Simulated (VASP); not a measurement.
Input of a VASP 6.6.1 run:

The input POSCAR:

```
Mg3Sb2
1.0
    4.5820000000      0.0000000000      0.0000000000
   -2.2910000000      3.9681284001      0.0000000000
    0.0000000000      0.0000000000      7.2440000000
Sb Mg
2 3
Direct
    0.6666666667      0.3333333333      0.7650000000
    0.3333333333      0.6666666667      0.2350000000
    0.0000000000      0.0000000000      0.0000000000
    0.6666666667      0.3333333333      0.3700000000
    0.3333333333      0.6666666667      0.6300000000
```

File INCAR.step1:

```
SYSTEM = Mg3Sb2
PREC = Accurate
ENCUT = 500
EDIFF = 1E-6
ISMEAR = -1
SIGMA = 0.05
LREAL = .False.
LASPH = .True.
NELM = 60
ALGO = Fast
ISIF = 2
LWAVE = .False.
LCHARG = .True.
GGA = PE
NBANDS = 16
```

Contents of KPOINTS.step1:

```
Automatic mesh
0
Gamma
  7 7 4
  0 0 0
```

INCAR.step2

```
SYSTEM = Mg3Sb2
PREC = Accurate
ENCUT = 500
EDIFF = 1E-6
ISMEAR = 0
SIGMA = 0.05
LREAL = .False.
LASPH = .True.
NELM = 60
ALGO = Fast
ISIF = 2
LWAVE = .False.
LCHARG = .False.
GGA = PE
NBANDS = 16
ICHARG = 11
```

Contents of KPOINTS.step2:

```
path GMKGALHA,LM,KH
15
line-mode
reciprocal
 0.0000000000  0.0000000000  0.0000000000  G
 0.5000000000  0.0000000000  0.0000000000  M

 0.5000000000  0.0000000000  0.0000000000  M
 0.3333333333  0.3333333333  0.0000000000  K

 0.3333333333  0.3333333333  0.0000000000  K
 0.0000000000  0.0000000000  0.0000000000  G

 0.0000000000  0.0000000000  0.0000000000  G
 0.0000000000  0.0000000000  0.5000000000  A

 0.0000000000  0.0000000000  0.5000000000  A
 0.5000000000  0.0000000000  0.5000000000  L

 0.5000000000  0.0000000000  0.5000000000  L
 0.3333333333  0.3333333333  0.5000000000  H

 0.3333333333  0.3333333333  0.5000000000  H
 0.0000000000  0.0000000000  0.5000000000  A

 0.5000000000  0.0000000000  0.5000000000  L
 0.5000000000  0.0000000000  0.0000000000  M

 0.3333333333  0.3333333333  0.0000000000  K
 0.3333333333  0.3333333333  0.5000000000  H
```

Potentials or basis: VASP PAW PBE potentials, release 64 (Sb, Mg).

Launch:

```console
$ cat potpaw_PBE.64/Sb/POTCAR potpaw_PBE.64/Mg/POTCAR > POTCAR
$ cp INCAR.step1 INCAR
$ cp KPOINTS.step1 KPOINTS
$ mpirun -np 1 vasp_std > vasp.out
$ cp INCAR.step2 INCAR
$ cp KPOINTS.step2 KPOINTS
$ mpirun -np 1 vasp_std > vasp.out
```

**Question.** What does it give for the band gap along the path?

**Answer.** 0.27 eV, indirect (least direct gap 1.17 eV).

**Question.** What does it give for the band gap on the k mesh?

**Answer.** 0.34 eV, indirect (least direct gap 1.17 eV).

Levels at the corners of the path, in eV from the valence-band top:
| point | band 5 | band 6 | band 7 | band 8 | band 9 | band 10 | band 11 | band 12 |
| --- | --- | --- | --- | --- | --- | --- | --- | --- |
| Γ | -1.03 | -0.32 | -0.32 | 0.00 | 1.17 | 1.34 | 3.14 | 3.14 |
| M | -3.14 | -2.21 | -2.17 | -0.82 | 0.54 | 2.06 | 2.13 | 2.89 |
| M | -3.14 | -2.21 | -2.17 | -0.82 | 0.54 | 2.06 | 2.13 | 2.89 |
| K | -3.52 | -2.47 | -2.47 | -2.43 | 0.27 | 4.24 | 4.50 | 4.50 |
| K | -3.52 | -2.47 | -2.47 | -2.43 | 0.27 | 4.24 | 4.50 | 4.50 |
| Γ | -1.03 | -0.32 | -0.32 | 0.00 | 1.17 | 1.34 | 3.14 | 3.14 |
| Γ | -1.03 | -0.32 | -0.32 | 0.00 | 1.17 | 1.34 | 3.14 | 3.14 |
| A | -0.77 | -0.77 | -0.60 | -0.60 | 1.87 | 1.96 | 2.83 | 2.83 |
| A | -0.77 | -0.77 | -0.60 | -0.60 | 1.87 | 1.96 | 2.83 | 2.83 |
| L | -1.68 | -1.65 | -1.61 | -1.47 | 0.49 | 1.42 | 1.83 | 2.39 |
| L | -1.68 | -1.65 | -1.61 | -1.47 | 0.49 | 1.42 | 1.83 | 2.39 |
| H | -3.81 | -3.31 | -0.94 | -0.94 | 1.94 | 1.94 | 2.47 | 2.65 |
| H | -3.81 | -3.31 | -0.94 | -0.94 | 1.94 | 1.94 | 2.47 | 2.65 |
| A | -0.77 | -0.77 | -0.60 | -0.60 | 1.87 | 1.96 | 2.83 | 2.83 |
| L | -1.68 | -1.65 | -1.61 | -1.47 | 0.49 | 1.42 | 1.83 | 2.39 |
| M | -3.14 | -2.21 | -2.17 | -0.82 | 0.54 | 2.06 | 2.13 | 2.89 |
| K | -3.52 | -2.47 | -2.47 | -2.43 | 0.27 | 4.24 | 4.50 | 4.50 |
| H | -3.81 | -3.31 | -0.94 | -0.94 | 1.94 | 1.94 | 2.47 | 2.65 |

Caveat: the log is that of the step along the path at fixed density, whose energy, stress, charges and moments have no meaning; spin-orbit coupling is left out, which moves the levels of the heavy elements. Expect the measured gap to be larger: semilocal functionals such as PBE lack the derivative discontinuity.
